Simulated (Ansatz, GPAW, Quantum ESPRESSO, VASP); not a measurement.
**Cu: programs and potentials compared**

```
Cu
1.0
     0.00000    1.80750    1.80750
     1.80750    0.00000    1.80750
     1.80750    1.80750    0.00000
Cu
1
Direct
  0.00000 0.00000 0.00000
```

Alike in all runs: task band structure; functional PBE; k mesh 13 × 13 × 13; occupations fermi-dirac, width 0.05 eV; no spin polarisation; no spin-orbit coupling. Pressure is positive in compression and, in plane waves, holds the error of the finite cutoff, which Ansatz's Pulay term estimates and takes out.

```json
{"program and potentials": "Quantum ESPRESSO, Ansatz NC SR PBE", "plane-wave cutoff (eV)": "1252", "notes": "19 valence electrons an atom on average", "pressure (GPa)": "1.61"}
{"program and potentials": "Quantum ESPRESSO, JTH 2.0 PBE", "plane-wave cutoff (eV)": "735", "notes": "19 valence electrons an atom on average", "pressure (GPa)": "4.82"}
{"program and potentials": "Quantum ESPRESSO, SSSP 1.3 efficiency PBE", "plane-wave cutoff (eV)": "748", "notes": "11 valence electrons an atom on average", "pressure (GPa)": "1.22"}
{"program and potentials": "Quantum ESPRESSO, GBRV 1.5 PBE", "plane-wave cutoff (eV)": "762", "notes": "19 valence electrons an atom on average", "pressure (GPa)": "1.60"}
{"program and potentials": "Quantum ESPRESSO, SG15 PBE 1.2", "plane-wave cutoff (eV)": "1197", "notes": "19 valence electrons an atom on average", "pressure (GPa)": "1.90"}
{"program and potentials": "Ansatz, SPMS NC", "plane-wave cutoff (eV)": "952", "notes": "19 valence electrons an atom on average; Pulay term of +0.62 GPa included", "pressure (GPa)": "1.74"}
{"program and potentials": "GPAW, SG15 ONCV 1.2", "plane-wave cutoff (eV)": "1100", "notes": "19 valence electrons an atom on average", "pressure (GPa)": "1.96"}
{"program and potentials": "Ansatz, Ansatz NC", "plane-wave cutoff (eV)": "1252", "notes": "19 valence electrons an atom on average; Pulay term of +0.04 GPa included", "pressure (GPa)": "1.67"}
{"program and potentials": "VASP, PBE PAW files Cu_GW, 550 eV", "plane-wave cutoff (eV)": "550", "notes": "11 valence electrons an atom on average", "pressure (GPa)": "0.43"}
```

The pressure spans 0.43 (VASP, PBE PAW files Cu_GW, 550 eV) to 4.82 GPa (Quantum ESPRESSO, JTH 2.0 PBE). The pressure on the cell as given of Quantum ESPRESSO, JTH 2.0 PBE lies far from the others; the cause wasn't traced.

The functional is the same throughout but for its coding, so the spread measures potentials, basis and numerics; runs on potential files found faulty are left out.
